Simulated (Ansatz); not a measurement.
# Lattice dynamics of RbBr (Fm-3m)

Aim: the vibrations of RbBr (Fm-3m), their spectra, and whether the structure is stable.

Main program and level: Ansatz 0.2.0; DFT LDA, scalar-relativistic, plane waves, norm-conserving pseudopotentials.

The database entry behind the starting cell differs from later determinations by our own check (about 0.5 % short), so it need not match the best structure at ambient conditions.

**1. The starting structure**

It takes space group Fm-3m (No. 225, cubic). Conventional cell: a = 6.854 Å, b = 6.854 Å, c = 6.854 Å, α = 90.00°, β = 90.00°, γ = 90.00°. Nearest to Rb lie 6 Br at 3.43 Å. Nearest to Br lie 6 Rb at 3.43 Å. Farther neighbours and most contacts between anions are not listed.

**2. Relaxation**

Harmonic phonons are second derivatives at a point where the forces vanish, and they are wanted at zero stress, so atoms and cell are relaxed first.

input.yaml

```yaml
crystal:
  lattice:
    - [0.0, 3.427, 3.427]
    - [3.427, 0.0, 3.427]
    - [3.427, 3.427, 0.0]
  atoms:
    - { symbol: Rb, position: [0.0, 0.0, 0.0] }
    - { symbol: Br, position: [0.5, 0.5, 0.5] }
kpoints:
  mp_grid: { grid: [6, 6, 6] }
hamiltonian:
  xc: lda
  pseudopotentials: { kind: nc }
scf:
  occupations: { method: gaussian, width: 0.02 }
output:
  forces: true
  stress: true
  eigenvalues: true
  write_density: true
  write_potential: true
  elf: true
  volumetric_format: npy
relax:
  adjacent_minimum: "off"
  f_tol: 0.005
  max_steps: 80
  cell: { stress_tol: 0.05 }
```

The run is started by

```sh
ansatz run input.yaml --threads 4 --pin off --max-ram 10240MiB --backend cpu --events-out ev --progress --plain --runs-dir out
```

Numbers of over 12 decimals in the logs are rounded to 6 here.

Output:

```text
Engine: ansatz 0.2.0, aarch64-unknown-linux-gnu
Pseudopotentials: kind: nc
Pseudopotential: Rb, nc, valence charge 9, recommended cutoff 571.439111 eV (normal), Rb.nc.azcp (PseudoDojo's, or run here from an input of PseudoDojo's: the run reads no file of this project's for it)
Pseudopotential: Br, nc, valence charge 7, recommended cutoff 598.650497 eV (normal), Br.nc.azcp (PseudoDojo's, or run here from an input of PseudoDojo's: the run reads no file of this project's for it)
Functional definition: SPW92
  exchange = slater_x
  correlation = pw_c
Crystal: 2 atoms, lattice volume = 80.496 Å³
Basis set: ecut = 598.650497 eV, 2685 PW (Γ)
Bands: 12, of which v1, the nominal top of the filled ones, is band 8 counted from 1 (7 counted from 0)
Symmetry: 48 space group operations
Space group: Fm-3m (ITA 225), of the structure as read, at distance tolerance 4.3e-5 Å
k-points: 16 of 216
Non-local potential: Rb, projectors of the file, l = 0: 2, l = 1: 2, l = 2: 2
Non-local potential: Br, projectors of the file, l = 0: 2, l = 1: 2, l = 2: 2
Initial density: superposition of atomic densities (chi_scale 0.1, normalization cell, long waves kept (reshape's long-wave potential 0.00 eV rms))
Initial wavefunctions: pseudopotential atomic-orbital guess
Functional: x = slater, c = lda
SCF iter   1: F=—  HF=-1171.211050 eV  |F-HF|=—  |Δ(HF+E_count)|=         —  Δρ=2.92e-2  dr2=1.34e0  ethr=3.10e-3  ⟨swp⟩=7.3  Hψ=1469  notcnv=0
preconditioner: auto → none  [insulator: Δε(μ)=3.037 eV  Ē_g=13.090 eV  σ=0.020 eV  W_gap=1.00  n_scr=14 (ndim 8)  ℏωp=15.5 eV  f_vac=0.000  D(μ)=0.00/eV (n_scr^D=0)  ε∞_Penn≈2.4]
SCF iter   2: F=—  HF=-1170.629240 eV  |F-HF|=—  |Δ(HF+E_count)|=   5.82e-1  Δρ=6.84e-3  dr2=7.00e-2  ethr=3.10e-3  ⟨swp⟩=3.0  Hψ=562  notcnv=0
SCF iter   3: F=—  HF=-1170.613609 eV  |F-HF|=—  |Δ(HF+E_count)|=   1.56e-2  Δρ=2.90e-3  dr2=8.41e-3  ethr=4.37e-4  ⟨swp⟩=2.2  Hψ=319  notcnv=0
SCF iter   4: F=—  HF=-1170.613445 eV  |F-HF|=—  |Δ(HF+E_count)|=   1.64e-4  Δρ=8.93e-4  dr2=1.10e-3  ethr=5.26e-5  ⟨swp⟩=2.4  Hψ=264  notcnv=0
SCF iter   5: F=—  HF=-1170.613487 eV  |F-HF|=—  |Δ(HF+E_count)|=   4.27e-5  Δρ=1.09e-4  dr2=1.59e-5  ethr=6.89e-6  ⟨swp⟩=2.7  Hψ=323  notcnv=0
SCF iter   6: F=—  HF=-1170.613497 eV  |F-HF|=—  |Δ(HF+E_count)|=   9.44e-6  Δρ=2.39e-5  dr2=6.31e-7  ethr=9.93e-8  ⟨swp⟩=2.4  Hψ=301  notcnv=0
SCF iter   7: F=-1170.613497 eV  HF=-1170.613497 eV  |F-HF|=8.76e-9  |Δ(HF+E_count)|=   2.76e-7  Δρ=3.44e-6  dr2=1.15e-8  ethr=6.25e-10  ⟨swp⟩=12.5  Hψ=1700  notcnv=0
SCF 1 converged in 7 iterations: F = -1170.613497 eV  dr2 = 1.15e-8
relax step   1: F+E_penalty+E_count = -1170.61349655 eV  Δ(F+E_penalty+E_count) = +0.000e0 eV  max|allowed force component| = 8.135e-30 eV/Å  Δτ_max = 0.0000 Å  P = -1.232 GPa  Ω = 80.496 Å³  (7 SCF iters, dr2 threshold 1.00e-7 eV, accepted)
Crystal: 2 atoms, lattice volume = 77.393 Å³
Basis set: ecut = 598.650497 eV, 2637 PW (Γ)
Initial density: handed on by an earlier stage of this run
Initial wavefunctions: those handed on with the density
iter 1 solved again at ethr=6.95e-6 eV; its pass at ethr=3.10e-3 eV (dr2=1.11e-3 eV) is discarded
SCF iter   1: F=—  HF=-1170.633592 eV  |F-HF|=—  |Δ(HF+E_count)|=         —  Δρ=7.18e-4  dr2=1.07e-3  ethr=6.95e-6  ⟨swp⟩=2.6  Hψ=1727  notcnv=0
preconditioner: auto → none  [insulator: Δε(μ)=4.014 eV  Ē_g=13.143 eV  σ=0.020 eV  W_gap=1.00  n_scr=14 (ndim 8)  ℏωp=15.8 eV  f_vac=0.051  D(μ)=0.00/eV (n_scr^D=0)  ε∞_Penn≈2.4]
SCF iter   2: F=—  HF=-1170.633155 eV  |F-HF|=—  |Δ(HF+E_count)|=   4.37e-4  Δρ=3.51e-4  dr2=9.93e-5  ethr=6.67e-6  ⟨swp⟩=2.7  Hψ=339  notcnv=0
SCF iter   3: F=—  HF=-1170.633136 eV  |F-HF|=—  |Δ(HF+E_count)|=   1.82e-5  Δρ=1.40e-4  dr2=1.54e-5  ethr=6.21e-7  ⟨swp⟩=2.2  Hψ=293  notcnv=0
SCF iter   4: F=—  HF=-1170.633135 eV  |F-HF|=—  |Δ(HF+E_count)|=   1.35e-6  Δρ=1.39e-5  dr2=2.60e-7  ethr=9.64e-8  ⟨swp⟩=1.9  Hψ=297  notcnv=0
SCF iter   5: F=-1170.633135 eV  HF=-1170.633135 eV  |F-HF|=4.06e-9  |Δ(HF+E_count)|=   3.22e-8  Δρ=3.28e-6  dr2=6.80e-9  ethr=1.25e-9  ⟨swp⟩=11.1  Hψ=1485  notcnv=0
SCF 2 converged in 5 iterations: F = -1170.633135 eV  dr2 = 6.80e-9
relax step   2: F+E_penalty+E_count = -1170.63313516 eV  Δ(F+E_penalty+E_count) = -1.964e-2 eV  max|allowed force component| = 4.063e-29 eV/Å  Δτ_max = 0.0000 Å  P = -0.696 GPa  Ω = 77.393 Å³  energy of the carried Pulay correction = +7.671e-4 eV  (5 SCF iters, dr2 threshold 2.00e-7 eV, accepted)
Crystal: 2 atoms, lattice volume = 73.700 Å³
Basis set: ecut = 598.650497 eV, 2445 PW (Γ)
iter 1 solved again at ethr=8.25e-6 eV; its pass at ethr=3.10e-3 eV (dr2=1.32e-3 eV) is discarded
SCF iter   1: F=—  HF=-1170.641617 eV  |F-HF|=—  |Δ(HF+E_count)|=         —  Δρ=8.59e-4  dr2=1.42e-3  ethr=8.25e-6  ⟨swp⟩=2.2  Hψ=1712  notcnv=0
preconditioner: auto → none  [insulator: Δε(μ)=4.138 eV  Ē_g=13.249 eV  σ=0.020 eV  W_gap=1.00  n_scr=14 (ndim 8)  ℏωp=16.2 eV  f_vac=0.039  D(μ)=0.00/eV (n_scr^D=0)  ε∞_Penn≈2.5]
SCF iter   2: F=—  HF=-1170.641041 eV  |F-HF|=—  |Δ(HF+E_count)|=   5.76e-4  Δρ=4.28e-4  dr2=1.39e-4  ethr=8.25e-6  ⟨swp⟩=3.0  Hψ=377  notcnv=0
SCF iter   3: F=—  HF=-1170.641018 eV  |F-HF|=—  |Δ(HF+E_count)|=   2.35e-5  Δρ=1.71e-4  dr2=2.15e-5  ethr=8.67e-7  ⟨swp⟩=2.2  Hψ=297  notcnv=0
SCF iter   4: F=—  HF=-1170.641016 eV  |F-HF|=—  |Δ(HF+E_count)|=   1.82e-6  Δρ=1.55e-5  dr2=3.08e-7  ethr=1.34e-7  ⟨swp⟩=1.8  Hψ=281  notcnv=0
SCF iter   5: F=-1170.641016 eV  HF=-1170.641016 eV  |F-HF|=4.62e-9  |Δ(HF+E_count)|=   5.87e-8  Δρ=3.99e-6  dr2=9.56e-9  ethr=1.25e-9  ⟨swp⟩=11.2  Hψ=1529  notcnv=0
SCF 3 converged in 5 iterations: F = -1170.641016 eV  dr2 = 9.56e-9
relax step   3: F+E_penalty+E_count = -1170.64101585 eV  Δ(F+E_penalty+E_count) = -7.881e-3 eV  max|allowed force component| = 5.407e-30 eV/Å  Δτ_max = 0.0000 Å  P = +0.136 GPa  Ω = 73.700 Å³  energy of the carried Pulay correction = +1.721e-3 eV  (5 SCF iters, dr2 threshold 2.00e-7 eV, accepted)
[...]
relax step   4: F+E_penalty+E_count = -1170.64108649 eV  Δ(F+E_penalty+E_count) = -7.064e-5 eV  max|allowed force component| = 5.596e-30 eV/Å  Δτ_max = 0.0000 Å  P = -0.011 GPa  Ω = 74.278 Å³  energy of the carried Pulay correction = +1.568e-3 eV  (4 SCF iters, dr2 threshold 4.61e-8 eV, accepted)
Initial wavefunctions: pseudopotential atomic-orbital guess (no wavefunctions were taken with the density)
iter 1 solved again at ethr=1.43e-6 eV; its pass at ethr=3.10e-3 eV (dr2=2.28e-4 eV) is discarded
SCF iter   1: F=—  HF=-1170.640222 eV  |F-HF|=—  |Δ(HF+E_count)|=         —  Δρ=7.78e-5  dr2=3.17e-7  ethr=1.43e-6  ⟨swp⟩=3.4  Hψ=2046  notcnv=0
eigensolver tolerance schedule: the retry pair's looser diagonalisation over-reported the residual by 719.07 of it (diagonalisation noise at 0.50 of the residual, at the tolerance the schedule requests for it); recorded, not acted on — ethr = c·dr2/N_el stays at c = 1.0e-1
preconditioner: auto → none  [insulator: Δε(μ)=4.152 eV  Ē_g=13.234 eV  σ=0.020 eV  W_gap=1.00  n_scr=14 (ndim 8)  ℏωp=16.1 eV  f_vac=0.042  D(μ)=0.00/eV (n_scr^D=0)  ε∞_Penn≈2.5]
SCF iter   2: F=—  HF=-1170.640221 eV  |F-HF|=—  |Δ(HF+E_count)|=   1.29e-6  Δρ=3.88e-5  dr2=7.94e-8  ethr=1.98e-9  ⟨swp⟩=2.9  Hψ=371  notcnv=0
SCF iter   3: F=—  HF=-1170.640221 eV  |F-HF|=—  |Δ(HF+E_count)|=   2.02e-7  Δρ=3.56e-6  dr2=1.53e-8  ethr=4.96e-10  ⟨swp⟩=2.0  Hψ=248  notcnv=0
SCF iter   4: F=—  HF=-1170.640221 eV  |F-HF|=—  |Δ(HF+E_count)|=   5.53e-9  Δρ=1.09e-6  dr2=7.83e-10  ethr=9.54e-11  ⟨swp⟩=2.1  Hψ=295  notcnv=0
SCF iter   5: F=—  HF=-1170.640221 eV  |F-HF|=—  |Δ(HF+E_count)|=  1.44e-10  Δρ=3.25e-7  dr2=1.38e-10  ethr=4.90e-12  ⟨swp⟩=2.1  Hψ=305  notcnv=0
SCF iter   6: F=-1170.640221 eV  HF=-1170.640221 eV  |F-HF|=6.14e-12  |Δ(HF+E_count)|=  4.59e-11  Δρ=7.63e-8  dr2=8.00e-12  ethr=1.00e-12  ⟨swp⟩=5.0  Hψ=933  notcnv=0
SCF 5 converged in 6 iterations: F = -1170.640221 eV  dr2 = 8.00e-12
relax step   5: F+E_penalty+E_count = -1170.64022084 eV  Δ(F+E_penalty+E_count) = +8.657e-4 eV  max|allowed force component| = 6.385e-30 eV/Å  Δτ_max = 0.0000 Å  P = -0.043 GPa  Ω = 74.278 Å³  stress off target by 4.30e-2 GPa  SCF on the basis re-selected at this cell (its energy is not comparable with the rows above)  (6 SCF iters)
basis re-selected at this cell: Δ(F+E_penalty+E_count) = +8.657e-4 eV, ΔP = -0.032 GPa vs the last step (what re-selecting the basis moved, of the pressure what is left beyond the Pulay correction that the steps carried, after the strain that the cell walked since its last selection, with what the two solves' SCF thresholds leave and, on support functions, any second-order correction that the steps lacked; it is no m [...]
SCF converged after 6 iterations
Free energy (F): -1170.640221 eV
Harris-Foulkes:  -1170.640221 eV  (|F-HF|=6.14e-12)
Internal energy: -1170.640221 eV  (E = F + TS)
E sigma→0 (E₀):  -1170.640221 eV
Fermi energy:    3.628604 eV
--- Per-component energies (eV) ---
  E_band       = -101.077998
  E_kinetic    = 318.738255
  E_local      = -584.262297  (includes V_loc(G=0)·N_el)
  E_nonlocal   = 30.101105
  E_hartree    = 189.153017
  E_xc         = -333.111224
  E_vxc        = -243.961126  (∫ρ·V_xc dr)
  E_ewald      = -791.259077
  E_smearing   = -0.000000  (= −TS)
  E_closure    = -0.000000  (closes the sum)
  Σ components = -1170.640221   (vs F -1170.640221, Δ=0.00e0)
--- Forces (eV/Å), atoms counted from 1 ---
  atom   1  Rb    -0.00000000     0.00000000     0.00000000
  atom   2  Br     0.00000000    -0.00000000     0.00000000
  max |Σ_I F_I| component: 1.25e-29 eV/Å
--- Stress (GPa, compression-positive) ---
       -0.043023      -0.000000      -0.000000
       -0.000000      -0.043023      -0.000000
       -0.000000      -0.000000      -0.043023
  P = ⅓ Tr σ = -0.0430 GPa (-0.430 kbar)
--- Band table (eV; the first three rows and the last of 16) ---
  k-point 0: bands = [... 4 lower, -6.7292, 1.5527, 1.5527, 1.5527, 5.7044, 8.6024, 8.6024, 8.6024]
  k-point 1: bands = [... 4 lower, -6.7125, 1.1696, 1.4296, 1.4296, 6.4282, 8.4548, 8.9613, 8.9613]
  k-point 2: bands = [... 4 lower, -6.6793, 0.5860, 1.2031, 1.2031, 7.7129, 8.7174, 9.9633, 9.9633]
  k-point 15: bands = [... 4 lower, -6.7353, 1.0473, 1.0966, 1.2630, 7.5496, 9.4210, 9.4557, 10.5935]
--- Relaxed structure (4 steps of the walk, 4 accepted, 1 SCFs on fresh bases) ---
  F+E_penalty+E_count = -1170.64022084 eV   max|allowed force component| = 6.385e-30 eV/Å   (the final SCF, on the basis selected at the relaxed cell)
  cell:  # Å, volume = 74.2784 Å³
    - [0, 3.336396, 3.336396]
    - [3.336396, 0, 3.336396]
    - [3.336396, 3.336396, 0]
  atoms:
    - { symbol: Rb, position: [0, 0, 0] }
    - { symbol: Br, position: [0.5, 0.5, 0.5] }
```

It took 1.9 s on 4 threads of Arm Neoverse V2, shared host; peak memory 0.36 GiB; 6.6 s of CPU time.

The steps of the relaxation:

```csv
step,energy less that of the first step (eV),largest force component (eV/Å),pressure (GPa),volume (Å³)
1,0.0000,0.0000,-1.23,80.50
2,-0.0196,0.0000,-0.70,77.39
3,-0.0275,0.0000,0.14,73.70
4,-0.0276,0.0000,-0.01,74.28
5*,-0.0267,0.0000,-0.04,74.28
```

Relaxation steps marked * repeat the geometry before them on a plane-wave basis chosen anew for their cell, so energy and pressure can jump there.

Forces are held to the 48 operations that the run works with; a distortion that breaks them can't arise in this run.

```csv
"conventional cell, symmetrised",before,after,change
a (Å),6.854,6.673,-2.6 %
b (Å),6.854,6.673,-2.6 %
c (Å),6.854,6.673,-2.6 %
volume (Å³/atom),40.25,37.14,-7.7 %
```

Final coordinates:

```cif
data_structure
_symmetry_space_group_name_H-M 'P 1'
_symmetry_Int_Tables_number 1
_cell_length_a 4.7184
_cell_length_b 4.7184
_cell_length_c 4.7184
_cell_angle_alpha 60.000
_cell_angle_beta 60.000
_cell_angle_gamma 60.000
_cell_volume 74.28
loop_
_atom_site_label
_atom_site_type_symbol
_atom_site_fract_x
_atom_site_fract_y
_atom_site_fract_z
_atom_site_occupancy
Rb1 Rb 0.00000 0.00000 0.00000 1
Br2 Br 0.50000 0.50000 0.50000 1
```

This step gave:

```
pressure           : -0.04302 GPa
gap on the k-mesh  : 4.152 eV
volume per atom    : 37.14 Å³
direct gap on mesh : 4.152 eV
```

ELF in the ac plane of the conventional cell at fractional y = 0.000, with atoms of Rb and Br within 0.2 Å of it. It is the smooth field of the valence electrons, not physical close to the nuclei.

Values, 10 rows by 16 columns, each cell a mean:
```
0.57 0.84 0.70 0.17 0.27 0.76 0.84 0.59 0.48 0.79 0.83 0.50 0.10 0.49 0.85 0.67
0.60 0.50 0.23 0.04 0.15 0.51 0.71 0.78 0.78 0.75 0.62 0.29 0.04 0.13 0.42 0.57
0.28 0.25 0.17 0.07 0.02 0.06 0.12 0.17 0.18 0.14 0.08 0.03 0.03 0.12 0.22 0.27
0.84 0.82 0.71 0.37 0.05 0.21 0.60 0.74 0.76 0.68 0.38 0.07 0.19 0.61 0.80 0.84
0.29 0.71 0.84 0.52 0.10 0.53 0.86 0.54 0.37 0.79 0.74 0.20 0.28 0.77 0.83 0.44
0.48 0.79 0.83 0.50 0.10 0.49 0.85 0.67 0.57 0.84 0.70 0.17 0.27 0.76 0.84 0.59
0.78 0.75 0.62 0.29 0.04 0.13 0.42 0.57 0.60 0.50 0.23 0.04 0.15 0.51 0.71 0.78
0.18 0.14 0.08 0.03 0.03 0.12 0.22 0.27 0.28 0.25 0.17 0.07 0.02 0.06 0.12 0.17
0.76 0.68 0.38 0.07 0.19 0.61 0.80 0.84 0.84 0.82 0.71 0.37 0.05 0.21 0.60 0.74
0.37 0.79 0.74 0.20 0.28 0.77 0.83 0.44 0.29 0.71 0.84 0.52 0.10 0.53 0.86 0.54
```
Columns run along a (6.7 Å), rows up along c (6.7 Å), edges of the conventional cell, whose origin can differ from the input's. Atoms in or near the plane, at fractional coordinates: Rb at (0.00, 0.00), Rb at (0.50, 0.50), Br at (0.50, 0.00), Br at (0.00, 0.50).

Valence density in the ac plane of the conventional cell at fractional y = 0.000, with atoms of Rb and Br within 0.2 Å of it. It is the smooth field of the valence electrons, not physical close to the nuclei.

Ten even steps from '0' (0.0 e/Å³) to '9' (1.9 e/Å³), each cell a mean:
```
5961001452353100397
9730001355541000159
3210000123310000013
0000000001100000000
0000000000000000000
1000000000000000001
3210000123310000013
5531000379951000145
2541001695793001353
0451001791593001352
4541001499972000255
5420000147631000134
2100000011100000011
0000000000000000000
0000000000000000000
1100000011110000001
6410000245431000136
9941001454552000279
2961002540253100395
```
Columns run along a (6.7 Å), rows up along c (6.7 Å), edges of the conventional cell, whose origin can differ from the input's. Atoms in or near the plane, at fractional coordinates: Rb at (0.00, 0.00), Rb at (0.50, 0.50), Br at (0.50, 0.00), Br at (0.00, 0.50).

Electrostatic potential energy in the ac plane of the conventional cell at fractional y = 0.000, with atoms of Rb and Br within 0.2 Å of it. With pseudopotentials it is smooth inside the atoms' cores, unlike the true potential.

Values in eV, 10 rows by 16 columns, each cell a mean:
```
-30 -21  -4   4   6   4 -18 -57 -64 -35  -1   6   6   1 -15 -26
 -4   0   4   6   7   7   5   0  -1   3   7   7   7   5   2  -3
  6   6   7   7   7   7   6   5   5   6   7   7   7   7   7   6
-10  -2   5   7   7   4  -2  -9 -11  -5   3   6   7   7   2  -7
-76 -47  -3   6   5   0 -19 -31 -37 -23  -7   4   6   3 -25 -70
-64 -35  -1   6   6   1 -15 -26 -30 -21  -4   4   6   4 -18 -57
 -1   3   7   7   7   5   2  -3  -4   0   4   6   7   7   5   0
  5   6   7   7   7   7   7   6   6   6   7   7   7   7   6   5
-11  -5   3   6   7   7   2  -7 -10  -2   5   7   7   4  -2  -9
-37 -23  -7   4   6   3 -25 -70 -76 -47  -3   6   5   0 -19 -31
```
Columns run along a (6.7 Å; values clipped at the 3rd and 97th percentile), rows up along c (6.7 Å), edges of the conventional cell, whose origin can differ from the input's. Atoms in or near the plane, at fractional coordinates: Rb at (0.00, 0.00), Rb at (0.50, 0.50), Br at (0.50, 0.00), Br at (0.00, 0.50).

In this step the volume went from 40.25 to 37.14 Å³/atom.

**3. Tight relaxation**

Phonons need a cell at rest on their own settings, so the relaxation is repeated with tight tolerances on forces and stress on the k mesh and occupations of the first response run.

input.yaml

```yaml
crystal:
  lattice:
    - [0.0, 3.3363955831, 3.3363955831]
    - [3.3363955831, 0.0, 3.3363955831]
    - [3.3363955831, 3.3363955831, 0.0]
  atoms:
    - { symbol: Rb, position: [0.0, 0.0, 0.0] }
    - { symbol: Br, position: [0.5, 0.5, 0.5] }
kpoints:
  mp_grid: { grid: [8, 8, 8] }
hamiltonian:
  xc: lda
  pseudopotentials: { kind: nc }
scf:
  occupations: { method: fixed }
output:
  forces: true
  stress: true
  eigenvalues: true
relax:
  adjacent_minimum: "off"
  f_tol: 0.001
  max_steps: 60
  cell: { stress_tol: 0.01 }
```

Output:

```text
[...]
Crystal: 2 atoms, lattice volume = 74.278 Å³
Basis set: ecut = 598.650497 eV, 2445 PW (Γ)
Bands: 12, of which v1, the nominal top of the filled ones, is band 8 counted from 1 (7 counted from 0)
Symmetry: 48 space group operations
[...]
k-points: 29 of 512
[...]
k-point 28: bands = [... 4 lower, -6.6802, 0.9558, 1.1859, 1.1859, 8.4318, 8.4318, 9.8855, 10.2818]
--- Relaxed structure (3 steps of the walk, 3 accepted, 1 SCFs on fresh bases) ---
[...]
cell:  # Å, volume = 74.1093 Å³
    - [0, 3.333861, 3.333861]
    - [3.333861, 0, 3.333861]
    - [3.333861, 3.333861, 0]
  atoms:
    - { symbol: Rb, position: [0, 0, 0] }
    - { symbol: Br, position: [0.500000, 0.500000, 0.500000] }
[key lines of the parts left out:]
SCF converged after 9 iterations
Free energy (F): -1170.640232 eV
Fermi energy:    1.569984 eV
P = ⅓ Tr σ = -0.0015 GPa (-0.015 kbar)
```

Run time: 2.1 s. Hardware: 4 threads; peak memory 0.38 GiB; 7.9 s of CPU time.

Little changed from the start: no atom moved by 0.005 Å and no cell edge by 0.1 %.

Numbers from this step:

```
pressure           : -0.001485 GPa
gap on the k-mesh  : 4.158 eV
volume per atom    : 37.05 Å³
direct gap on mesh : 4.158 eV
```

The forces vanish by symmetry and the pressure is -0.001 GPa, within the tolerances set. The cell now holds 37.05 Å³/atom.

(Continued in part 2 of 3.)

[Logs are printed without paths, hosts, clocks, repeated set-up lines and the standing remarks that a program may print on its own settings, such as how far it seeks lower states.]

[Hosts, paths, dates, database ids (printed as entryN), source tags and the programs' standing remarks are cut or masked in the printed files.]
